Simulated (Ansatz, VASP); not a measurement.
**One calculation of Mn, two programs**

```
Mn
1.0
     2.37499    0.00000    0.00000
     0.00000    2.37499    0.00000
     0.00000    0.00000    2.37499
Mn
1
Direct
  0.00000 0.00000 0.00000
```

Alike in both runs: task single point; functional BLYP; k mesh 15 × 15 × 15; occupations fermi-dirac, width 0.1 eV; no spin polarisation.

```csv
,VASP,Ansatz
version,VASP 6.6.1,Ansatz 0.2.0
potentials or method,"VASP PAW PBE potentials, release 64 (Mn_pv)","plane waves (420 eV) with PAW, scalar-relativistic"
plane-wave cutoff (eV),520,420
valence electrons in the cell,13,15
```

|  | VASP | Ansatz | Ansatz less VASP |
| --- | --- | --- | --- |
| pressure (GPa) | -12.1 | -12.2 | -0.14 |

The two sets of potentials don't hold the same shells in valence.

Caveats: the PAW data sets were made with another functional, which shifts forces and pressure a little (VASP); the run has no spin polarisation, though such a crystal can be magnetic. Spin polarisation is off, so any magnetic state and its effect on volume and gap are missing.
